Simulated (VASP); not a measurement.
Runs of VASP 6.6.1 on AlO. Symmetry: Pm-3m, No. 221, cubic system. The conventional cell has a = 2.769 Å, b = 2.769 Å, c = 2.769 Å, α = 90.00°, β = 90.00°, γ = 90.00°. Al (site symmetry m-3m) has 8 O at 2.40 Å as nearest neighbours. O (site symmetry m-3m) is surrounded by 8 Al at 2.40 Å. The cell was built by a generator and needn't be a form met in nature.

```tsv
task	level	cell	k mesh	cutoff (eV)	smearing	grid for exact exchange (PRECFOCK)	exchange at q = 0	mesh quality	gap on the mesh (eV)	pressure (GPa)	relaxed volume (Å³/atom)
relaxation of cell and atoms	r2SCAN+rVV10	relaxed	10 × 10 × 10	600	gaussian 0.05 eV	-	-	not flagged	none	0.1	10.19
relaxation of cell and atoms	SCAN	relaxed	10 × 10 × 10	600	gaussian 0.05 eV	-	-	not flagged	none	0.0	(b)
relaxation of cell and atoms	r2SCAN	relaxed	10 × 10 × 10	600	gaussian 0.05 eV	-	-	not flagged	none	0.0	10.26
relaxation of cell and atoms	r2SCAN50	relaxed	5 × 5 × 5	600	gaussian 0.05 eV	Normal	truncated	coarse	none	0.0	(a)
single point	PBE	as given	10 × 10 × 10	520	fermi-dirac 0.05 eV	-	-	not flagged	none	-0.1	-
```

Alike in all rows: potentials or basis VASP PAW PBE potentials, release 64 (Al, O); no spin polarisation.

Problem. Estimate the missing entries.

Solution. (a) 9.74; (b) 10.22.

Caveats: some runs use coarse meshes; an odd number of electrons without spin polarisation forces a metal; a magnetic or distorted state may lie lower; the PAW data sets were made with another functional, which shifts forces and pressure a little (some runs).

A k mesh can miss the band edges.

A gap of «none» marks a metal or a gap under the smearing width.

Not every run made on this cell is shown here.
